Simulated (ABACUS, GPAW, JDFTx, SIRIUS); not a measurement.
CuI: 4 runs at one level of theory

```
CELL_PARAMETERS angstrom
0.00000 3.03150 3.03150
3.03150 0.00000 3.03150
3.03150 3.03150 0.00000
ATOMIC_POSITIONS crystal
I 0.00000 0.00000 0.00000
Cu 0.75000 0.75000 0.75000
```

Alike in all runs: task equation of state; functional PBEsol; k mesh 8 × 8 × 8; occupations fermi-dirac, width 0.05 eV; no spin polarisation; no spin-orbit coupling.

```tsv
program and potentials	plane-wave cutoff (eV)	notes	equilibrium volume (Å³/atom)	bulk modulus (GPa)
ABACUS, PseudoDojo NC SR 0.4.1 PBEsol standard, plane waves	1252	-	?	?
JDFTx, PseudoDojo-SR-PBEsol-0.4.1-standard with smoothed tails	1252	-	26.33	49.1
GPAW, PAW data sets generated for this functional	600	this data set often lies off other programs	26.68	48.3
SIRIUS, PseudoDojo 0.4.1 PBEsol standard (scalar relativistic)	1254	-	26.33	49.2
```

Question: Estimate from the other rows what the run with ABACUS, PseudoDojo NC SR 0.4.1 PBEsol standard, plane waves gave.

Answer: Equilibrium volume 26.34 Å³/atom; bulk modulus 49.2 GPa. The other rows, which needn't bracket it: equilibrium volume 26.33 to 26.68; bulk modulus 48.3 to 49.2.
